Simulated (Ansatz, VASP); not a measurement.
# Rh in VASP and in Ansatz

File INCAR:

```
SYSTEM = Rh
PREC = Accurate
ENCUT = 520
EDIFF = 1E-7
ISMEAR = 0
SIGMA = 0.1
LREAL = .FALSE.
LASPH = .TRUE.
NELM = 100
ALGO = Normal
ISIF = 2
LWAVE = .FALSE.
LCHARG = .FALSE.
GGA = PS
NBANDS = 14
```

The input KPOINTS:

```
Automatic mesh
0
G
  16 16 16
  0 0 0
```

Contents of POSCAR:

```
Rh
1.0
    0.0000000000      1.8911865525      2.0210624175
    1.9227712980      0.0000000000      2.0210624175
    1.9227712980      1.8911865525      0.0000000000
Rh
1
Direct
    0.0000000000      0.0000000000      0.0000000000
```

Input for Ansatz:

```yaml
crystal:
  lattice:
    - [0.0, 1.8911865525, 2.0210624175]
    - [1.922771298, 0.0, 2.0210624175]
    - [1.922771298, 1.8911865525, 0.0]
  atoms:
    - { symbol: Rh, position: [0.0, 0.0, 0.0] }
basis:
  ecutwfc: 420
kpoints:
  mp_grid: { grid: [16, 16, 16] }
hamiltonian:
  xc: pbesol
scf:
  occupations: { method: gaussian, width: 0.1 }
output:
  forces: true
  stress: true
  eigenvalues: true
```

Alike in both runs: task single point; functional PBEsol; k mesh 16 × 16 × 16; occupations gaussian, width 0.1 eV; no spin polarisation.

```csv
,VASP,Ansatz
version,VASP 6.6.1,Ansatz 0.2.0
potentials or method,"VASP PAW PBE potentials, release 64 (Rh_pv)","scalar-relativistic, plane waves, PAW"
plane-wave cutoff (eV),520,420
valence electrons in the cell,15,17
```

```csv
,VASP,Ansatz,Ansatz less VASP
gap on the k mesh at the Fermi level (eV),none,none,-
pressure (GPa),-19.7,-19.6,+0.07
largest component of the traceless stress (GPa),7.79,7.82,+0.024
```

A gap of «none» marks a metal or a gap that the smearing closes. The two sets of potentials don't hold the same shells in valence.

Caveats: so large a pressure means that the cell lies far from this level's equilibrium, or that cutoff or potentials fall short (VASP); the potentials were made for another functional, which shifts forces and pressure (VASP).
